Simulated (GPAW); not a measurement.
Wanted: an ASE script for a GPAW 26.7.0 run.

```
Task                : relaxation of cell and atoms
Functional          : PBE
Dispersion          : D3(BJ)
Potentials or basis : GPAW PAW data sets (gpaw-data 1.2.1)
Cutoff              : 600 eV
Basis               : pw
k mesh              : 8 × 8 × 8
Occupations         : fermi-dirac, width 0.05 eV
Spin                : no spin polarisation
Maxiter             : 150
Optimizer           : BFGS
Fmax                : 0.02 eV/Å
Max steps           : 100
```

The structure of Ge lies in POSCAR:

```
Ge
1.0
   -2.5744897190      2.5744897190      1.3974126432
    2.5744897190     -2.5744897190      1.3974126432
    2.5744897190      2.5744897190     -1.3974126432
Ge
2
Direct
    0.5000000000      0.5000000000      0.0000000000
    0.2500000000      0.7500000000      0.5000000000
```

This isn't the form of Ge at room conditions, which is diamond.

The input as run:

run.py

```python
from ase.calculators.mixing import SumCalculator
from ase.filters import FrechetCellFilter
from ase.io import read, write
from ase.optimize import BFGS
from dftd3.ase import DFTD3
from gpaw import GPAW, PW

atoms = read('POSCAR')

calc = GPAW(mode=PW(600),
            xc='PBE',
            kpts={'size': (8, 8, 8), 'gamma': True},
            occupations={'name': 'fermi-dirac', 'width': 0.05},
            nbands=11,
            convergence={'density': 1e-05, 'energy': 1e-05},
            maxiter=150,
            txt='gpaw.txt')
atoms.calc = SumCalculator([calc, DFTD3(method='pbe', damping='d3bj')])
opt = BFGS(FrechetCellFilter(atoms), trajectory='relax.traj', logfile='-')
done = opt.run(fmax=0.02, steps=100)
calc.write('gs.gpw')
write('result.traj', atoms)
print('Converged:', done)
print('Cell:', atoms.cell.cellpar().round(4))
print('Volume:', round(atoms.get_volume(), 4))
print(atoms.get_scaled_positions().round(5))
```

Potentials or basis: GPAW PAW data sets (gpaw-data 1.2.1), pw.

The run is started by

```console
$ OMP_NUM_THREADS=1 python run.py
```

Results of the run:

- Relaxed volume: 18.53 Å³/atom
- Relaxed cell: a = 3.862 Å, b = 3.862 Å, c = 3.862 Å, α = 98.04°, β = 98.04°, γ = 136.07°
- Space group after relaxing (to 0.05 Å): I4_1/amd (No. 141)
- Energy gained by relaxing: 7.4 meV/atom
- Ionic steps: 7
- Pressure after relaxing: 0.0 GPa
- Band gap on the k mesh: none (metal or under the smearing width)
- Dispersion energy per atom: -0.359 eV

Caveat: later steps reuse the first step's grids; pairwise dispersion overbinds metals, which lowers pressure and volume.

Wall time 94 s on 1 thread of Arm Neoverse V1, with other jobs on the host, peak memory 0.23 GiB.
